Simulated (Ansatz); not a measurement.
TiS$_{2}$, DFT, PBE, all-electron PAW with datasets made for the crystal, scalar-relativistic (Ansatz 0.2.0), run on 1 thread of Intel(R) Xeon(R) 6975P-C (Granite Rapids) on a shared host.

The cell is COD entry 1537865, as deposited and not checked against the literature; nothing was relaxed. It is an old determination, and later ones may differ. The listed cell was then made from it by scaling, straining or moving an atom.

Command: `ansatz run input.yaml --threads 1 --pin off --max-ram 6144MiB --backend cpu --events-out ev --progress --plain --runs-dir out`

```yaml
crystal:
  lattice:
    - [3.4120005726, 0.0, 0.0]
    - [-1.7060002863, 2.9548791736, 0.0]
    - [0.0, 0.0, 5.75195]
  atoms:
    - { symbol: Ti, position: [0.0, 0.0, 0.0] }
    - { symbol: S, position: [0.3333333333, 0.6666666667, 0.25] }
    - { symbol: S, position: [0.6666666667, 0.3333333333, 0.75] }
kpoints:
  mp_grid: { grid: [14, 14, 7] }
scf:
  occupations: { method: fermi_dirac, width: 0.05 }
hamiltonian:
  xc: pbe
  pseudopotentials: { kind: all_electron, datasets: crystal }
output:
  forces: true
  stress: true
  eigenvalues: true
  efg: { contact_densities: true }
```

Q: How large is the problem that the program sets up?

A: 144 irreducible k-points, 701 plane waves at Γ, 12 bands.

Q: About how long does it take, and how much memory does it use?

A: 15 s of wall time for 13 SCF iterations, with a peak of 0.83 GiB. Times on shared machines scatter by tens of per cent.

Q: And the same cell and mesh by frozen-core PAW, asked for forces, stress, eigenvalues, efg, on the same hardware?

A: 3.5 s, peak memory 0.5 GiB.
